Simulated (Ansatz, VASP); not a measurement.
**BaS in VASP and in Ansatz**

```
Ba S
1.0
     0.00000    3.21439    3.21439
     3.21439    0.00000    3.21439
     3.21439    3.21439    0.00000
Ba S
1 1
Direct
  0.00000 0.00000 0.00000
  0.50000 0.50000 0.50000
```

Alike in both runs: task relaxation of cell and atoms; functional PBE; dispersion D3(BJ); k mesh 8 × 8 × 8; occupations gaussian, width 0.02 eV; no spin polarisation.

|  | VASP | Ansatz |
| --- | --- | --- |
| version | VASP 6.6.1 | Ansatz 0.2.0 |
| potentials or method | VASP PAW PBE potentials, release 64 (Ba_sv, S) | scalar-relativistic, plane waves, PAW |
| plane-wave cutoff (eV) | 600 | 420 |
| valence electrons in the cell | 16 | 16 |

|  | VASP | Ansatz | Ansatz less VASP |
| --- | --- | --- | --- |
| gap on the k mesh at the Fermi level, each at its own relaxed structure (eV) | 2.11 | 2.19 | +0.078 |
| relaxed volume (Å³/atom) | 32.60 | 32.16 | -0.436 |
| relaxed cell length with the largest relative difference (Å) | 4.518 | 4.497 | -0.0202 |
| energy change over the relaxation (meV/atom) | -2 | -5 | -3.1 |

Caveats: spin-orbit coupling is left out, which moves the levels of the heavy elements. A k mesh can miss the band edges. A hybrid or GW would open this gap; PBE tends to underestimate it.
